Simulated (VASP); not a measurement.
Input of a VASP 6.6.1 run:

INCAR

```
SYSTEM = C
PREC = Accurate ; ENCUT = 520
EDIFF = 1E-6 ; ISMEAR = -1
SIGMA = 0.05 ; LREAL = .False.
LASPH = .True. ; NELM = 80
ALGO = Normal ; ISIF = 2
LWAVE = .False. ; LCHARG = .False.
METAGGA = R2SCAN ; LMIXTAU = .True.
NBANDS = 11
```

KPOINTS

```
regular mesh
0
Gamma
  13 13 8
  0 0 0
```

The input POSCAR:

```
C
1.0
    2.1273203072     -1.2282824400      0.0000000000
    2.1273203072      1.2282824400      0.0000000000
   -1.3790696309      0.0000000000      3.5028300786
C
2
Direct
    0.1666444700      0.1666444700      0.9999069600
    0.8333555300      0.8333555300      0.0000930400
```

KPOINTS_OPT

```
path GYFLI,I1ZF1,YX1,XGN,MG
15
line-mode
reciprocal
 0.0000000000  0.0000000000  0.0000000000  G
 0.5000000000  0.5000000000 -1.0000000000  Y

 0.5000000000  0.5000000000 -1.0000000000  Y
 0.4123194886  0.4123194886 -1.1190266490  F

 0.4123194886  0.4123194886 -1.1190266490  F
 0.5000000000  0.5000000000 -0.5000000000  L

 0.5000000000  0.5000000000 -0.5000000000  L
 0.6935932999  0.3064067001 -0.5000000000  I

 0.3064067001 -0.3064067001  0.5000000000  I1
 0.0000000000  0.0000000000  0.5000000000  Z

 0.0000000000  0.0000000000  0.5000000000  Z
 0.5876805114  0.5876805114  0.1190266490  F1

 0.5000000000  0.5000000000 -1.0000000000  Y
 0.6104897536  0.3895102464 -1.0000000000  X1

 0.3895102464 -0.3895102464  0.0000000000  X
 0.0000000000  0.0000000000  0.0000000000  G

 0.0000000000  0.0000000000  0.0000000000  G
 0.5000000000  0.0000000000 -0.5000000000  N

 0.5000000000  0.0000000000  0.0000000000  M
 0.0000000000  0.0000000000  0.0000000000  G
```

Potentials or basis: VASP PAW PBE potentials, release 64 (C).

The run is started by

```console
$ cat potpaw_PBE.64/C/POTCAR > POTCAR
$ mpirun -np 1 vasp_std > vasp.out
```

Problem. What does it give for the largest force?

Solution. 0.010 eV/Å.

Problem. Estimate the band gap along the path.

Solution. 0.36 eV, direct.

Problem. What does it give for the pressure?

Solution. 0.5 GPa.

Levels at the corners of the path, in eV from the valence-band top:
| point | band 1 | band 2 | band 3 | band 4 | band 5 | band 6 | band 7 | band 8 |
| --- | --- | --- | --- | --- | --- | --- | --- | --- |
| Γ | -20.78 | -7.10 | -3.04 | -3.04 | 4.23 | 8.91 | 8.91 | 12.59 |
| Y | -15.11 | -13.89 | -6.68 | -2.63 | 1.66 | 7.78 | 13.67 | 15.18 |
| Y | -15.11 | -13.89 | -6.68 | -2.63 | 1.66 | 7.78 | 13.67 | 15.18 |
| F | -16.58 | -12.19 | -6.48 | -3.05 | 2.86 | 7.95 | 10.23 | 16.71 |
| F | -16.58 | -12.19 | -6.48 | -3.05 | 2.86 | 7.95 | 10.23 | 16.71 |
| L | -15.18 | -13.94 | -6.64 | -2.10 | 2.22 | 8.08 | 12.38 | 12.90 |
| L | -15.18 | -13.94 | -6.64 | -2.10 | 2.22 | 8.08 | 12.38 | 12.90 |
| I | -14.07 | -12.74 | -10.74 | -1.12 | 1.27 | 11.13 | 14.07 | 14.24 |
| I1 | -14.07 | -12.74 | -10.74 | -1.12 | 1.27 | 11.13 | 14.07 | 14.24 |
| Z | -20.57 | -8.71 | -3.05 | -3.05 | 8.87 | 8.88 | 10.20 | 12.76 |
| Z | -20.57 | -8.71 | -3.05 | -3.05 | 8.87 | 8.88 | 10.20 | 12.76 |
| F1 | -16.58 | -12.19 | -6.48 | -3.05 | 2.86 | 7.95 | 10.23 | 16.71 |
| Y | -15.11 | -13.89 | -6.68 | -2.63 | 1.66 | 7.78 | 13.67 | 15.18 |
| X1 | -14.32 | -13.23 | -9.67 | -1.50 | 1.38 | 11.81 | 11.87 | 15.87 |
| X | -14.32 | -13.23 | -9.67 | -1.50 | 1.38 | 11.81 | 11.87 | 15.87 |
| Γ | -20.78 | -7.10 | -3.04 | -3.04 | 4.23 | 8.91 | 8.91 | 12.59 |
| Γ | -20.78 | -7.10 | -3.04 | -3.04 | 4.23 | 8.91 | 8.91 | 12.59 |
| N | -15.11 | -13.88 | -6.68 | -2.67 | 1.61 | 7.78 | 13.77 | 15.42 |
| M | -15.19 | -13.95 | -6.64 | -2.06 | 2.28 | 8.08 | 12.29 | 12.74 |
| Γ | -20.78 | -7.10 | -3.04 | -3.04 | 4.23 | 8.91 | 8.91 | 12.59 |

Caveat: the PAW data sets were made with another functional, which shifts forces and pressure a little.
